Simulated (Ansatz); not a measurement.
Crystal: Ca.

```
Ca
1.0
    -2.24000    2.24000    2.24000
     2.24000   -2.24000    2.24000
     2.24000    2.24000   -2.24000
Ca
1
Cartesian
  0.0000 0.0000 0.0000
```

This isn't the form of Ca at room conditions, which is fcc.

* Program: Ansatz 0.2.0
* Task: relaxation of cell and atoms
* Functional: PBE
* Dispersion: D4
* Potentials or basis: Ansatz PAW
* Cutoff: 420 eV (not typed: the program's choice for these potentials)
* k mesh: 8 × 8 × 8
* Occupations: fermi-dirac, width 0.05 eV
* Spin: no spin polarisation

At the start: volume 44.96 Å³/atom.

Task: How do energy, volume and symmetry change on relaxing?

Result: It ends after 5 steps and the volume is 40.57 Å³/atom (-9.8 %); space group Im-3m (No. 229, to 0.05 Å).

Step by step:
| step | energy change (eV) | largest force (eV/Å) | volume (Å³) |
| --- | --- | --- | --- |
| 1 | 0.0000 | 0.0000 | 44.96 |
| 2 | -0.0136 | 0.0000 | 43.24 |
| 3 | -0.0222 | 0.0000 | 40.35 |
| 4 | -0.0222 | 0.0000 | 40.57 |
| 5 | -0.0221 | 0.0000 | 40.57 |

Final structure:
```
CELL_PARAMETERS angstrom
-2.16468 2.16468 2.16468
2.16468 -2.16468 2.16468
2.16468 2.16468 -2.16468
ATOMIC_POSITIONS crystal
Ca 0.00000 0.00000 0.00000
```

Caveat: the plane-wave basis is chosen anew once the cell has moved, so the energies of steps on either side of that aren't comparable; pairwise dispersion overbinds metals, which lowers pressure and volume.
